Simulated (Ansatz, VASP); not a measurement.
# Cross-check of ZnSe (Stilleite) between VASP and Ansatz

One calculation is typed for both programs; each brings its own data sets. How far apart do they land? The cell is taken from a series of runs on this material, whose earlier steps may have relaxed, scaled, displaced or heated it; both programs get it as it stands.

Main program and level: Ansatz 0.2.0; plane waves, with VASP 6.6.1 beside it; zone-centre phonons at LDA.

### 1. Starting point

It takes space group Imm2 (No. 44, orthorhombic). Conventional cell: a = 3.939 Å, b = 4.094 Å, c = 5.427 Å, α = 90.00°, β = 90.00°, γ = 90.00°. Nearest to Zn lie 4 Se at 2.41 to 2.44 Å. Nearest to Se lie 4 Zn at 2.41 to 2.44 Å. Farther neighbours and most contacts between anions are not listed.

### 2. VASP: zone-centre phonons, LDA

Second derivatives magnify differences that forces hide, and they need a tight electronic threshold.

Lines of VASP's logs that name or quote its potential files are left out, and so is its time.

Input file INCAR:

```
SYSTEM = ZnSe
PREC = Accurate
ENCUT = 500
EDIFF = 1E-08
NELM = 120
ISMEAR = 0
SIGMA = 0.01
LREAL = .FALSE.
ALGO = Normal
GGA = CA
NBANDS = 15
LORBIT = 11
LWAVE = .FALSE.
LCHARG = .FALSE.
ISIF = 2
IBRION = 8
LASPH = .TRUE.
GGA_COMPAT = .FALSE.
EFERMI = MIDGAP
KPAR = 2
```

Input file POSCAR:

```
ZnSe
1.0
    0.0547423623      2.8402800804      2.7137343095
    2.8402800804      0.0547423623      2.7137343095
    2.8950224428      2.8950224428      0.0000000001
Zn Se
1 1
Direct
    0.9965869917      0.9965869917      0.0034130083
    0.7534130083      0.7534130083      0.7465869917
```

Input file KPOINTS:

```
Automatic mesh
0
Gamma
12 12 12
0 0 0
```

Potentials, in the order of the species: Zn and Se (LDA family, release 64).

Command:

```
$ mpirun -np 2 vasp_std
```

Numbers of over 12 decimals in the logs are rounded to 6 here.

Output:

```text
[banner, memory and clock lines left out]
running    2 mpi-ranks, on    1 nodes
 distrk:  each k-point on    1 cores,    2 groups
 distr:  one band on    1 cores,    1 groups

 POSCAR found type information on POSCAR ZnSe
 POSCAR found :  2 types and       2 ions
 LDA part: xc-table for (Slater(with rela. corr.)+CA(PZ))
 , standard interpolation
 POSCAR, INCAR and KPOINTS ok, starting setup
 FFT: planning ... GRIDC
 FFT: planning ... GRID_SOFT
 FFT: planning ... GRID
 WAVECAR not read
 entering main loop
       N       E                     dE             d eps       ncg     rms          rms(c)
DAV:   1     0.853516384552E+02    0.85352E+02   -0.87174E+03  8416   0.135E+03
DAV:   2    -0.221695212263E+01   -0.87569E+02   -0.83018E+02  9373   0.259E+02
DAV:   3    -0.762316230653E+01   -0.54062E+01   -0.53840E+01 10213   0.638E+01
DAV:   4    -0.766901553917E+01   -0.45853E-01   -0.45845E-01 10059   0.627E+00
DAV:   5    -0.766925027051E+01   -0.23473E-03   -0.23473E-03 10710   0.412E-01    0.514E+00
DAV:   6    -0.738779083158E+01    0.28146E+00   -0.59547E-01 12209   0.271E+01    0.389E+00
DAV:   7    -0.736184824221E+01    0.25943E-01   -0.16320E-01  9940   0.407E+00    0.161E+00
DAV:   8    -0.735747543173E+01    0.43728E-02   -0.35449E-03 12459   0.804E-01    0.421E-01
DAV:   9    -0.735691963865E+01    0.55579E-03   -0.94537E-04 10052   0.261E-01    0.588E-02
DAV:  10    -0.735693625033E+01   -0.16612E-04   -0.11095E-04 10222   0.113E-01    0.178E-02
DAV:  11    -0.735693015161E+01    0.60987E-05   -0.13968E-05 12858   0.623E-02    0.400E-03
DAV:  12    -0.735693020070E+01   -0.49089E-07   -0.24927E-06  9821   0.116E-02    0.129E-03
DAV:  13    -0.735693021199E+01   -0.11296E-07   -0.12201E-07 10367   0.376E-03    0.471E-04
DAV:  14    -0.735693021281E+01   -0.81627E-09   -0.41840E-09  6307   0.711E-04
   1 F= -.73569302E+01 E0= -.73569302E+01  d E =0.000000E+00
 Linear response reoptimize wavefunctions to high precision
DAV:   1    -0.735693021269E+01    0.11642E-09   -0.12158E-09  8071   0.671E-04
DAV:   2    -0.735693021274E+01   -0.45929E-10   -0.43125E-10  4844   0.163E-04
 Linear response DOF=           4
 Linear response progress:
  Degree of freedom:   1/  4
       N       E                     dE             d eps       ncg     rms          rms(c)
RMM:   1    -0.213034736312E+00   -0.21303E+00   -0.10949E-02 36360   0.205E+00
RMM:   2    -0.211209945823E+00    0.18248E-02   -0.25497E-03 41618   0.384E-01    0.883E-02
RMM:   3    -0.210964433983E+00    0.24551E-03   -0.36417E-05 47307   0.479E-02    0.530E-02
RMM:   4    -0.210663542844E+00    0.30089E-03   -0.16011E-05 49113   0.274E-02    0.260E-03
RMM:   5    -0.210679906366E+00   -0.16364E-04   -0.47336E-07 50583   0.505E-03    0.747E-04
RMM:   6    -0.210678919916E+00    0.98645E-06   -0.47437E-08 51300   0.101E-03    0.330E-04
RMM:   7    -0.210678659073E+00    0.26084E-06   -0.44129E-09 50623   0.294E-04    0.351E-05
RMM:   8    -0.210678311838E+00    0.34724E-06   -0.24484E-09 50731   0.101E-04    0.113E-05
RMM:   9    -0.210678314626E+00   -0.27885E-08    0.49873E-10 52196   0.355E-05    0.349E-06
 first order change of Fermi-energy  -0.14834E-04
 force on displaced ion       1 direction 1 :  -6.069   0.272  -0.000
 Linear response progress:
  Degree of freedom:   2/  4
       N       E                     dE             d eps       ncg     rms          rms(c)
RMM:   1    -0.212685565135E+00   -0.21269E+00   -0.86934E-03 11753   0.205E+00
RMM:   2    -0.211013013691E+00    0.16726E-02   -0.23508E-03 13328   0.369E-01    0.860E-02
RMM:   3    -0.210761480294E+00    0.25153E-03   -0.35886E-05 15088   0.472E-02    0.518E-02
RMM:   4    -0.210456473464E+00    0.30501E-03   -0.17438E-05 15471   0.290E-02    0.292E-03
RMM:   5    -0.210466676055E+00   -0.10203E-04   -0.46331E-07 15958   0.523E-03    0.134E-03
RMM:   6    -0.210470971594E+00   -0.42955E-05   -0.86901E-08 16170   0.185E-03    0.306E-04
RMM:   7    -0.210469724219E+00    0.12474E-05    0.43047E-10 16175   0.351E-04    0.161E-04
RMM:   8    -0.210469775987E+00   -0.51768E-07   -0.31426E-10 15519   0.138E-04    0.145E-05
RMM:   9    -0.210469744367E+00    0.31620E-07    0.65514E-10 15993   0.389E-05    0.490E-06
RMM:  10    -0.210469755673E+00   -0.11306E-07    0.38049E-10 15904   0.144E-05    0.221E-06
RMM:  11    -0.210469766369E+00   -0.10697E-07    0.20306E-10 13710   0.717E-06    0.659E-07
RMM:  12    -0.210469767394E+00   -0.10247E-08    0.10668E-11 11320   0.499E-06    0.158E-07
 first order change of Fermi-energy   0.83284E-01
 force on displaced ion       1 direction 3 :   0.000   0.000  -5.904
 Linear response progress:
  Degree of freedom:   3/  4
       N       E                     dE             d eps       ncg     rms          rms(c)
RMM:   1    -0.826047109456E-01   -0.82605E-01    0.10599E-01 63615   0.175E+00
RMM:   2    -0.820461202052E-01    0.55859E-03   -0.32397E-03 40853   0.501E-01    0.120E-01
RMM:   3    -0.822073074754E-01   -0.16119E-03   -0.17814E-04 46013   0.103E-01    0.657E-02
RMM:   4    -0.824970105491E-01   -0.28970E-03   -0.45041E-05 46504   0.461E-02    0.823E-03
RMM:   5    -0.825019946353E-01   -0.49841E-05   -0.18021E-06 46850   0.915E-03    0.389E-03
RMM:   6    -0.824933669490E-01    0.86277E-05   -0.12943E-07 46744   0.241E-03    0.174E-03
RMM:   7    -0.824891214856E-01    0.42455E-05   -0.27373E-08 46951   0.938E-04    0.338E-04
RMM:   8    -0.824911367763E-01   -0.20153E-05   -0.41785E-09 48579   0.309E-04    0.482E-05
RMM:   9    -0.824912995802E-01   -0.16280E-06   -0.23431E-09 48889   0.988E-05    0.132E-05
RMM:  10    -0.824911998184E-01    0.99762E-07    0.94408E-10 49137   0.243E-05    0.461E-06
RMM:  11    -0.824912151404E-01   -0.15322E-07    0.85368E-11 42628   0.919E-06    0.212E-06
RMM:  12    -0.824912197025E-01   -0.45621E-08    0.37401E-10 27992   0.432E-06    0.243E-07
 first order change of Fermi-energy   0.94580E-04
 force on displaced ion       2 direction 1 :  -6.054   0.283  -0.001
 Linear response progress:
  Degree of freedom:   4/  4
       N       E                     dE             d eps       ncg     rms          rms(c)
RMM:   1    -0.824897413575E-01   -0.82490E-01    0.10142E-01 20115   0.173E+00
RMM:   2    -0.818778657202E-01    0.61188E-03   -0.32083E-03 13314   0.493E-01    0.116E-01
RMM:   3    -0.820286790563E-01   -0.15081E-03   -0.16321E-04 14692   0.101E-01    0.640E-02
RMM:   4    -0.823028757638E-01   -0.27420E-03   -0.37582E-05 14910   0.431E-02    0.784E-03
RMM:   5    -0.823115330930E-01   -0.86573E-05   -0.14980E-06 15019   0.796E-03    0.380E-03
RMM:   6    -0.823027617601E-01    0.87713E-05   -0.12926E-07 14844   0.205E-03    0.137E-03
RMM:   7    -0.822994095256E-01    0.33522E-05   -0.88818E-09 15010   0.783E-04    0.240E-04
RMM:   8    -0.823011244152E-01   -0.17149E-05   -0.68305E-09 15434   0.242E-04    0.335E-05
RMM:   9    -0.823012419109E-01   -0.11750E-06   -0.82277E-09 15510   0.766E-05    0.124E-05
RMM:  10    -0.823011288750E-01    0.11304E-06   -0.43412E-09 15033   0.216E-05    0.651E-06
RMM:  11    -0.823011491352E-01   -0.20260E-07   -0.43816E-09 13978   0.971E-06    0.194E-06
RMM:  12    -0.823011574943E-01   -0.83591E-08   -0.44215E-09 11329   0.419E-06    0.441E-07
 first order change of Fermi-energy  -0.82701E-01
 force on displaced ion       2 direction 3 :   0.000   0.000  -5.914
 Linear response finished
```

From OUTCAR (step 2):

```text
ion  position               nearest neighbor table
   1  0.997  0.997  0.003-   2 2.41   2 2.41   2 2.44   2 2.44
   2  0.753  0.753  0.747-   1 2.41   1 2.41   1 2.44   1 2.44

  LATTYP: Found a body centered orthorhombic cell.
 ALAT       =     3.9393452194
 B/A-ratio  =     1.0393047001
 C/A-ratio  =     1.3777590733

 Subroutine GETGRP returns: Found  4 space group operations
 (whereof  4 operations were pure point group operations)

The static configuration has the point symmetry C_2v.

 Found    280 irreducible k-points:

   k-points           NKPTS =    280   k-points in BZ     NKDIM =    280   number of bands    NBANDS=     15

   dimension x,y,z NGX =    30 NGY =   30 NGZ =   30
   dimension x,y,z NGXF=    60 NGYF=   60 NGZF=   60

   ENCUT  =  500.0 eV  36.75 Ry    6.06 a.u.   7.16  7.16  7.46*2*pi/ulx,y,z

   NELECT =      18.0000    total number of electrons

 k-points in reciprocal lattice and weights: Automatic mesh
   0.00000000  0.00000000  0.00000000       0.001
   0.08333333  0.00000000  0.00000000       0.002
   0.16666667 -0.00000000 -0.00000000       0.002
   0.25000000 -0.00000000 -0.00000000       0.002
   0.33333333  0.00000000  0.00000000       0.002
   0.41666667 -0.00000000 -0.00000000       0.002
   0.50000000 -0.00000000 -0.00000000       0.001
   0.08333333  0.08333333  0.00000000       0.001
   0.16666667  0.08333333 -0.00000000       0.002
[...]
0.25000000  0.25000000  0.50000000       0.001
  -0.25000000  0.25000000  0.50000000       0.001

 average (electrostatic) potential at core
       1 -37.9518       2 -61.9050

  Total       -0.3357145     -0.3357145      0.0942362     -0.4375666     -0.0000000     -0.0000000
  in kB      -12.2891658    -12.2891658      3.4496098    -16.0175625     -0.0000000     -0.0000000
  external PRESSURE =      -7.0429073 kB  Pullay stress =       0.0000000 kB

  energy-cutoff  :      500.00
  volume of cell :       43.77
      direct lattice vectors                 reciprocal lattice vectors
     0.054742362  2.840280080  2.713734309    -0.179498557  0.179498557  0.184247956
     2.840280080  0.054742362  2.713734309     0.179498557 -0.179498557  0.184247956
     2.895022443  2.895022443  0.000000000     0.172710233  0.172710233 -0.184247956

 POSITION                                       TOTAL-FORCE (eV/Angst)
 -----------------------------------------------------------------------------------
      2.89502      2.89502      5.40894         0.000000      0.000000     -0.004170
      4.34253      4.34253      4.08913        -0.000000     -0.000000      0.004170
 -----------------------------------------------------------------------------------
    total drift:                                0.000001      0.000001     -0.000055

 Eigenvectors and eigenvalues of the dynamical matrix
 ----------------------------------------------------

   1 f  =    6.581155 THz    41.350615 2PiTHz  219.523693 cm-1    27.217457 meV
             X         Y         Z           dx          dy          dz
      2.895022  2.895022  5.408945    -0.523061    0.523061    0.000000
      4.342534  4.342534  4.089125     0.475823   -0.475823   -0.000000

   2 f  =    6.354073 THz    39.923818 2PiTHz  211.949061 cm-1    26.278323 meV
             X         Y         Z           dx          dy          dz
      2.895022  2.895022  5.408945    -0.000000   -0.000000    0.739320
      4.342534  4.342534  4.089125     0.000000    0.000000   -0.673354

   3 f  =    6.287213 THz    39.503722 2PiTHz  209.718838 cm-1    26.001810 meV
             X         Y         Z           dx          dy          dz
      2.895022  2.895022  5.408945    -0.523506   -0.523506   -0.000000
      4.342534  4.342534  4.089125     0.475333    0.475333    0.000000

   4 f/i=    0.001202 THz     0.007555 2PiTHz    0.040111 cm-1     0.004973 meV
             X         Y         Z           dx          dy          dz
      2.895022  2.895022  5.408945    -0.475823    0.475823    0.000000
      4.342534  4.342534  4.089125    -0.523061    0.523061    0.000000

   5 f/i=    0.002612 THz     0.016413 2PiTHz    0.087134 cm-1     0.010803 meV
             X         Y         Z           dx          dy          dz
      2.895022  2.895022  5.408945     0.000000   -0.000000    0.673354
      4.342534  4.342534  4.089125     0.000000   -0.000000    0.739320

   6 f/i=    0.007026 THz     0.044147 2PiTHz    0.234372 cm-1     0.029058 meV
             X         Y         Z           dx          dy          dz
      2.895022  2.895022  5.408945     0.475333    0.475333   -0.000000
      4.342534  4.342534  4.089125     0.523506    0.523506   -0.000000

 ELASTIC MODULI CONTR FROM IONIC RELAXATION (kBar)
 Direction    XX          YY          ZZ          XY          YZ          ZX
 --------------------------------------------------------------------------------
 XX          -3.1729     -3.1729     -3.7612     24.7165     -0.0000      0.0000
 YY          -3.1729     -3.1729     -3.7612     24.7165      0.0000     -0.0000
 ZZ          -3.7612     -3.7612     -4.4586     29.2995     -0.0000     -0.0000
 XY          24.7165     24.7165     29.2995   -192.5399     -0.0000     -0.0000
 YZ          -0.0000      0.0000     -0.0000     -0.0000   -203.0380     30.8338
 ZX           0.0000     -0.0000     -0.0000     -0.0000     30.8338   -193.7345
 --------------------------------------------------------------------------------
```

(Continued in part 2 of 2.)

[Lines on the potential files, build, host, timing and source positions are cut from VASP's logs without a mark.]

[Logs are printed without paths, hosts, clocks, repeated set-up lines and the standing remarks that a program may print on its own settings, such as how far it seeks lower states.]

[Hosts, paths, dates, database ids (printed as entryN), source tags and the programs' standing remarks are cut or masked in the printed files.]
